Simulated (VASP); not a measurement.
# CaS (Fm-3m) in VASP: a series of runs, part 2 of 2

VASP 6.6.1. The steps go on from the part before.

### Step 3. Relaxation of cell and atoms, r2SCAN

This run uses another cell than the first one, of 22.55 Å³/atom, 0.976 times its volume.

POSCAR reads:

```
CaS
1.0
    0.0000000000      2.8250850000      2.8250850000
    2.8250850000      0.0000000000      2.8250850000
    2.8250850000      2.8250850000      0.0000000000
Ca S
1 1
Direct
    0.0000000000      0.0000000000      0.0000000000
    0.5000000000      0.5000000000      0.5000000000
```

INCAR.step1 reads:

```
  ALGO = Normal
  EDIFF = 1E-4
  ENCUT = 600
  GGA = PE
  ISMEAR = -1
  LASPH = T
  LCHARG = F
  LREAL = F
  LWAVE = T
  NELM = 80
  PREC = Accurate
  SIGMA = 0.05
```

INCAR.step2 reads:

```
  ALGO = Normal
  EDIFF = 1E-6
  EDIFFG = -0.01
  ENCUT = 600
  IBRION = 2
  ISIF = 3
  ISMEAR = -1
  ISTART = 1
  LASPH = T
  LCHARG = F
  LMIXTAU = T
  LREAL = F
  LWAVE = F
  METAGGA = R2SCAN
  NELM = 80
  NSW = 100
  PREC = Accurate
  SIGMA = 0.05
```

KPOINTS reads:

```
k-points
0
Gamma
  8 8 8
```

Potentials or basis: VASP PAW PBE potentials, release 64 (Ca_sv, S).

Command:

```console
cat potpaw_PBE.64/Ca_sv/POTCAR potpaw_PBE.64/S/POTCAR > POTCAR
cp INCAR.step1 INCAR
mpirun -np 1 vasp_std > vasp.out
cp INCAR.step2 INCAR
mpirun -np 1 vasp_std > vasp.out
```

OUTCAR:

```text
EDIFF = 1E-6
   EDIFFG = -0.01
   ENCUT = 600
   IBRION = 2
   ISIF = 3
   ISMEAR = -1
   ISTART = 1
   LASPH = T
   LREAL = F
   METAGGA = R2SCAN
   NELM = 80
   NSW = 100
   PREC = Accurate

 ion  position               nearest neighbor table
   1  0.000  0.000  0.000-   2 2.83   2 2.83   2 2.83   2 2.83   2 2.83   2 2.83
   2  0.500  0.500  0.500-   1 2.83   1 2.83   1 2.83   1 2.83   1 2.83   1 2.83

  LATTYP: Found a face centered cubic cell.
 ALAT       =     5.6501700000

  Lattice vectors:

 A1 = (   0.0000000000,   2.8250850000,   2.8250850000)
 A2 = (   2.8250850000,   0.0000000000,   2.8250850000)
 A3 = (   2.8250850000,   2.8250850000,   0.0000000000)

Analysis of symmetry for initial positions (statically):
=====================================================================
 Subroutine PRICEL returns:
 Original cell was already a primitive cell.

 Routine SETGRP: Setting up the symmetry group for a
 face centered cubic supercell.

 Subroutine GETGRP returns: Found 48 space group operations
 (whereof 48 operations were pure point group operations)
 out of a pool of 48 trial point group operations.

The static configuration has the point symmetry O_h .

Analysis of symmetry for dynamics (positions and initial velocities):
=====================================================================
 Subroutine PRICEL returns:
 Original cell was already a primitive cell.

 Routine SETGRP: Setting up the symmetry group for a
 face centered cubic supercell.

 Subroutine GETGRP returns: Found 48 space group operations
 (whereof 48 operations were pure point group operations)
 out of a pool of 48 trial point group operations.

The dynamic configuration has the point symmetry O_h .

 Subroutine INISYM returns: Found 48 space group operations
 (whereof 48 operations are pure point group operations),
 and found     1 'primitive' translations

----------------------------------------------------------------------------------------
[... 130 lines left out ...]

--------------------------------------- Ionic step        1  -------------------------------------------

 number of electron      15.9999999 magnetization

 Free energy of the ion-electron system (eV)
  ---------------------------------------------------
  ext. energy  EPLUGINS =         0.00000000
  ---------------------------------------------------
  free energy    TOTEN  =       -19.93519536 eV

  energy without entropy =      -19.93519536  energy(sigma->0) =      -19.93519536

------------------------ aborting loop because EDIFF is reached ----------------------------------------

  FORCE on cell =-STRESS in cart. coord.  units (eV):
  Direction    XX          YY          ZZ          XY          YZ          ZX
  --------------------------------------------------------------------------------------
  -------------------------------------------------------------------------------------
  Total        0.5348708      0.5348708      0.5348708      0.0000000      0.0000000      0.0000000
  in kB       19.0035568     19.0035568     19.0035568      0.0000000      0.0000000      0.0000000
  external PRESSURE =      19.0035568 kB  Pullay stress =       0.0000000 kB
[... 59 lines left out ...]
--------------------------------------- Ionic step        3  -------------------------------------------

 number of electron      16.0000000 magnetization

 Free energy of the ion-electron system (eV)
  ---------------------------------------------------
  ext. energy  EPLUGINS =         0.00000000
  ---------------------------------------------------
  free energy    TOTEN  =       -19.94294611 eV

  energy without entropy =      -19.94294611  energy(sigma->0) =      -19.94294611

 E-fermi :   3.4224     XC(G=0):  -9.7572

 val. band max:        2.4488706237   @ k =   0.0000   0.0000   0.0000
 cond. band min:       5.2645864671   @ k =   0.5000   0.5000   0.0000
 fundamental gap:      2.8157158434
 Fermi energy:         3.4224290037

 k-point     1 :       0.0000    0.0000    0.0000
  band No.  band energies     occupation
      1     -38.2903      2.00000
      2     -18.3896      2.00000
      3     -18.3896      2.00000
      4     -18.3896      2.00000
      5      -9.3274      2.00000
      6       2.4489      2.00000
      7       2.4489      2.00000
      8       2.4489      2.00000
      9       7.1226      0.00000
     10       7.1226      0.00000
     11       7.1226      0.00000
     12       7.3368      0.00000
[... 331 lines left out ...]
 k-point    24 :      -0.3750    0.2500    0.1250
  band No.  band energies     occupation
      1     -38.2776      2.00000
      2     -18.5246      2.00000
      3     -18.4373      2.00000
      4     -18.4146      2.00000
      5      -8.5413      2.00000
      6      -0.1743      2.00000
      7       0.9550      2.00000
      8       1.2851      2.00000
      9       7.9768      0.00000
     10       8.3122      0.00000
     11       9.4930      0.00000
     12       9.8335      0.00000

 [... further k-points ...]
[... 5 lines left out ...]
  --------------------------------------------------------------------------------------
  -------------------------------------------------------------------------------------
  Total        0.0010386      0.0010386      0.0010386      0.0000000      0.0000000     -0.0000000
  in kB        0.0358383      0.0358383      0.0358383      0.0000000      0.0000000     -0.0000000
  external PRESSURE =       0.0358383 kB  Pullay stress =       0.0000000 kB
[... 17 lines left out ...]
  FREE ENERGIE OF THE ION-ELECTRON SYSTEM (eV)
  ---------------------------------------------------
  free  energy   TOTEN  =       -19.9429461068 eV

  energy  without entropy=      -19.9429461067  energy(sigma->0) =      -19.94294611

 reached required accuracy - stopping structural energy minimisation
```

Run time: 4.9 min. Hardware: 1 thread of AMD EPYC 7R43 (Zen 3), shared host; peak memory 0.18 GiB.

Results:

| Quantity | Value |
| --- | --- |
| Free energy | -19.9429 eV |
| Relaxed volume | 23.22 Å³/atom |
| Relaxed cell | a = 4.034 Å, b = 4.034 Å, c = 4.034 Å, α = 60.00°, β = 60.00°, γ = 60.00° |
| Space group after relaxing (to 0.05 Å) | Fm-3m (No. 225) |
| Energy gained by relaxing | 3.9 meV/atom |
| Ionic steps | 3 |
| Pressure after relaxing | 0.0 GPa |
| Band gap on the k mesh | 2.82 eV, indirect (least direct gap 3.64 eV) |

The path:
```tsv
step	energy change (eV)	largest force (eV/Å)	pressure (GPa)	volume (Å³)
1	0.0000	0.0000	1.90	45.09
2	-0.0070	0.0000	-0.56	46.86
3	-0.0078	0.0000	0.00	46.43
```

Final structure:
```yaml
crystal:
  lattice:
    - [0.00000, 2.85272, 2.85272]
    - [2.85272, 0.00000, 2.85272]
    - [2.85272, 2.85272, 0.00000]
  atoms:
    - { symbol: Ca, position: [0.00000, 0.00000, 0.00000] }
    - { symbol: S, position: [0.50000, 0.50000, 0.50000] }
```

Caveat: the PAW data sets were made with another functional, which shifts forces and pressure a little.
